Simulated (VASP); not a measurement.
## Results of a VASP single-point calculation on GaAs (strained zincblende)

POSCAR

```
Ga As
 1.0000000000000000
     0.0000000000000000    2.8330850946999999    2.8622658712000000
     2.8330850946999999    0.0000000000000000    2.8622658712000000
     2.8330850946999999    2.8330850946999999    0.0000000000000000
 Ga  As
   1   1
Cartesian
  0.0000000000000000  0.0000000000000000  0.0000000000000000
  1.4165425473499997  1.4165425473499997  1.4311329355999998
```

```
gap between bands v and c : 0.84 eV
least direct gap          : 0.84 eV
```

Band v is the last that the valence electrons fill when counted band by band, and c is the next. Levels in eV from the top of v:

```
point    v−1      v     c   c+1
    Γ   0.00   0.00  0.84  4.01
    X  -2.69  -2.69  1.81  2.00
    K  -3.90  -2.33  2.23  4.92
    L  -1.22  -1.14  1.29  4.93
    W  -3.58  -3.38  4.95  5.06
```

**Question.** Which of these levels of theory gave these results?
A. PBE
B. PBEsol
C. HSE06
D. r²SCAN
E. PBE0
F. PBE with spin–orbit coupling
G. LDA

**Answer.** D.

The INCAR was:

```
METAGGA = R2SCAN
ISIF = 2
LCHARG = .TRUE.
LELF = .TRUE.
ENCUT = 520
LASPH = .TRUE.
NSW = 0
LWAVE = .FALSE.
IBRION = -1
SIGMA = 0.01
NBANDS = 16
PREC = Accurate
EDIFF = 1E-7
LREAL = .FALSE.
ALGO = Normal
ISMEAR = 0
NELM = 120
```
